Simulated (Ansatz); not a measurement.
`F[C](F)(F)[SnH3]` + silanol → `[SiH3][O][SnH3]` + trifluoromethane at 298.15 K and 1 bar (ligand exchange at the Sn–C bond).

Program: Ansatz. Geometries: PBE0-D4/def2-TZVP. ΔE: electronic, gas phase. CCSD(T)/CBS adds triple-zeta CCSD(T) − MP2 to the extrapolated MP2 energy (def2 sets, frozen cores). This one scheme is used for every species. def2 core potentials past Kr. For Sn outer-core shells are correlated without core-valence functions, which leaves a few kJ/mol of doubt a bond.

```
           species  CCSD(T)/CBS energy (Eh)  H − E (kJ/mol)  S (J/(mol·K))
`F[C](F)(F)[SnH3]`               -553.22148           108.8          344.2
         `O[SiH3]`               -366.69042           113.6          257.8
 `[SiH3][O][SnH3]`               -581.91447           149.5          366.6
          `FC(F)F`               -338.02896            78.4          259.5
```

H − E and S are ideal-gas, rigid-rotor, harmonic terms from PBE0-D4/def2-TZVP. 1 Eh = 2625.50 kJ/mol, R = 8.31446 J/(mol·K).

**Question.** By hand: ΔE, ΔH, ΔS and ΔG.

**Answer.** ΔE = (-581.91447) + (-338.02896) − (-553.22148) − (-366.69042) = -0.03153 Eh = -82.8 kJ/mol. Δ(H − E) = 149.5 + 78.4 − 108.8 − 113.6 = 5.5, so ΔH = -77.3 kJ/mol. ΔS = 366.6 + 259.5 − 344.2 − 257.8 = 24.1 J/(mol·K). ΔG = -77.3 − 298.15 × (24.1)/1000 = -84.5 kJ/mol.

**Question.** By hand: the equilibrium constant, and the temperature at which ΔG would vanish if ΔH and ΔS stayed fixed.

**Answer.** log₁₀ K = −ΔG/(RT ln 10) = 14.8. ΔH and −TΔS have one sign here, so there is no such temperature.

ΔH outweighs TΔS. A doubt of 5 kJ/mol in ΔE shifts log₁₀ K by 0.9 here. Modes under 60 cm⁻¹, often nearly free rotors, make the harmonic entropy too high. These are equilibria of isolated gas molecules and say nothing of rates. Largest T1 diagnostic: 0.013 (customary marks: 0.02 for closed shells, 0.045 for open ones).
